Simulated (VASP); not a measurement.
Input of a VASP 6.6.1 run:

File POSCAR:

```
GaN
1.0
    0.0000000000      2.1352350000      2.1352350000
    2.1352350000      0.0000000000      2.1352350000
    2.1352350000      2.1352350000      0.0000000000
Ga N
1 1
Direct
    0.0000000000      0.0000000000      0.0000000000
    0.5000000000      0.5000000000      0.5000000000
```

INCAR.step1

```
PREC = Accurate
ENCUT = 600
EDIFF = 1E-8
ISMEAR = 0
SIGMA = 0.02
LREAL = F
LASPH = T
NELM = 60
ALGO = Normal
ISIF = 3
LWAVE = F
LCHARG = F
GGA = RP
IBRION = 2
NSW = 40
EDIFFG = -0.002
```

File INCAR.step2:

```
PREC = Accurate
ENCUT = 600
EDIFF = 1E-8
ISMEAR = 0
SIGMA = 0.02
LREAL = F
LASPH = T
NELM = 60
ALGO = Normal
ISIF = 3
LWAVE = F
LCHARG = F
GGA = RP
IBRION = 6
NFREE = 2
POTIM = 0.015
NSW = 1
```

File KPOINTS:

```
regular mesh
0
Gamma
  14 14 14
```

Potentials or basis: VASP PAW PBE potentials, release 64 (Ga_d, N).

Launch:

```sh
$ cat potpaw_PBE.64/Ga_d/POTCAR potpaw_PBE.64/N/POTCAR > POTCAR
$ cp INCAR.step1 INCAR
$ mpirun -np 1 vasp_std > vasp.out
$ cp CONTCAR POSCAR
$ cp INCAR.step2 INCAR
$ mpirun -np 1 vasp_std > vasp.out
```

Q: Predict the elastic constants C11, C12, C44.

A: 289, 147, 196 GPa.

Q: What does it give for the Voigt bulk modulus?

A: 194 GPa.

Q: Estimate the space group after relaxing (to 0.05 Å).

A: Fm-3m (No. 225).

Q: What does it give for the highest phonon frequency at Γ, LO-TO splitting left out?

A: 188 cm⁻¹.

Q: Predict the relaxed volume.

A: 9.97 Å³/atom.

Clamped-ion elastic tensor (GPa):
```
289 147 147   0   0   0
147 289 147   0   0   0
147 147 289   0   0   0
  0   0   0 196   0   0
  0   0   0   0 196   0
  0   0   0   0   0 196
```

Caveat: the PAW data sets were made with another functional, which shifts forces and pressure a little.
